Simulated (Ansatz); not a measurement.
GeO2 (space group P3_221)

```
CELL_PARAMETERS angstrom
      5.09236     0.00000     0.00000
     -2.54618     4.41011     0.00000
      0.00000     0.00000     5.76836
ATOMIC_POSITIONS crystal
  Ge 0.54438 0.54438 0.50000
  Ge 0.45562 0.00000 0.16667
  Ge 0.00000 0.45562 0.83333
  O  0.29822 0.39734 0.74188
  O  0.60266 0.90088 0.40855
  O  0.09912 0.70178 0.07522
  O  0.39734 0.29822 0.25812
  O  0.90088 0.60266 0.59145
  O  0.70178 0.09912 0.92478
```

E(V) scan at fixed shape, V₀ the volume above. The atoms relax within the cell's symmetry.

Calculation: PBE (plane waves to 420 eV, PAW, scalar-relativistic; Ansatz, a quantum-chemistry and plane-wave program). k mesh 8×8×6 (Γ-centred), Fermi-Dirac smearing 0.05 eV. The energy includes the smearing's −TS. Stress and pressure are positive under compression. With the shape held, the modulus is that of even scaling; a crystal free to change shape is softer. GeO2 was relaxed with its symmetry unable to fall. ΔE is measured from the relaxed starting cell.

| V (Å³/atom) | ΔE (meV/atom) |
|---|---|
| 12.955 | 20.5 |
| 13.314 | withheld |
| 13.674 | 4.7 |
| 14.034 | 1.1 |
| 14.394 | 0.0 |
| 14.754 | 1.0 |
| 15.114 | 4.0 |
| 15.473 | 8.8 |
| 15.833 | 15.2 |

### Question
Fit a third-order Birch-Murnaghan form (E₀, V₀, B₀, B₀′ free) to the given rows and predict ΔE at V = 13.314.

### Answer
Least squares on the 8 given rows: ΔE = E₀ + (9V₀B₀/16)·y²·[2 + (B₀′ − 4)y], y = (V₀/V)^(2/3) − 1, with V₀ = 14.396 Å³/atom, B₀ = 39.17 GPa (160.2 GPa = 1 eV/Å³; the term in eV is multiplied by 1000), B₀′ = 3.39, E₀ = -0.05 meV/atom; root-mean-square residual 0.02 meV/atom. At 13.314 the fit gives 11.1 meV/atom; the calculation gives 11.1 meV/atom, the same to the digits shown. For the pressure the fit gives 3.49 GPa against the computed 3.48 GPa.

(Under strain, the slope of the energy per volume gives the stress and its curvature an elastic modulus.)
